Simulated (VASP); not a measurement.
Write the native input for VASP 6.6.1 that does the following.

```yaml
Task: single point
Functional: PBE
Potentials_or_basis: VASP PAW PBE potentials, release 64 (Co, O)
Cutoff: 520 eV
k_mesh: 10 × 10 × 10
Occupations: fermi-dirac, width 0.05 eV
Spin: collinear spin, ferromagnetic start
Starting_moments: "[2.0, 0.0] μB"
Further_INCAR_settings: ALGO = Normal; EDIFF = 1e-07; NBANDS = 18
```

The structure of CoO lies in POSCAR:

```
CoO
1.0
    1.6022198417      0.9250420569      2.5664708903
   -1.6022198417      0.9250420569      2.5664708903
    0.0000000000     -1.8500841138      2.5664708903
Co O
1 1
Direct
    1.0127190000      1.0022420000      0.9822360000
    0.7468560000      0.7664350000      0.7403880000
```

The cell comes from a database or a generator and needn't be the stable form of this composition.

The cell isn't the ideal one: atoms moved at random, drawn with an rms of 0.05 Å.

One way to write it, as run:

INCAR

```
PREC = Accurate ; ENCUT = 520
EDIFF = 1E-7 ; ISMEAR = -1
SIGMA = 0.05 ; LREAL = F
LASPH = T ; NELM = 100
ALGO = Normal ; ISIF = 2
LWAVE = F ; LCHARG = T
ISPIN = 2 ; MAGMOM = 2 0
LORBIT = 11 ; LMAXMIX = 4
GGA = PE ; LELF = T
LVHAR = T ; NBANDS = 18
```

KPOINTS

```
regular mesh
0
Gamma
  10 10 10
```

Potentials or basis: VASP PAW PBE potentials, release 64 (Co, O).

Launch:

```console
$ cat potpaw_PBE.64/Co/POTCAR potpaw_PBE.64/O/POTCAR > POTCAR
$ mpirun -np 1 vasp_std > vasp.out
```

It gave:

| Property | Result |
| --- | --- |
| Pressure | -0.2 GPa |
| Largest force | 0.343 eV/Å |
| Band gap on the k mesh | none (metal or under the smearing width) |
| Net moment | 2.74 μB per cell |
| Site moments | Co +2.36; O +0.29 μB |
| Valence electrons inside the program's atomic spheres | Co 8.01; O 4.99 |

Caveat: a cell with one magnetic atom can't hold antiferromagnetic order, which such compounds often take; semilocal functionals often make such compounds metallic where correlation or magnetic order opens a gap, which also shifts bond lengths.

Run time: 3.5 min on 1 thread of Intel(R) Xeon(R) Platinum 8488C (Sapphire Rapids), with other jobs on the host, peak memory 0.4 GiB.
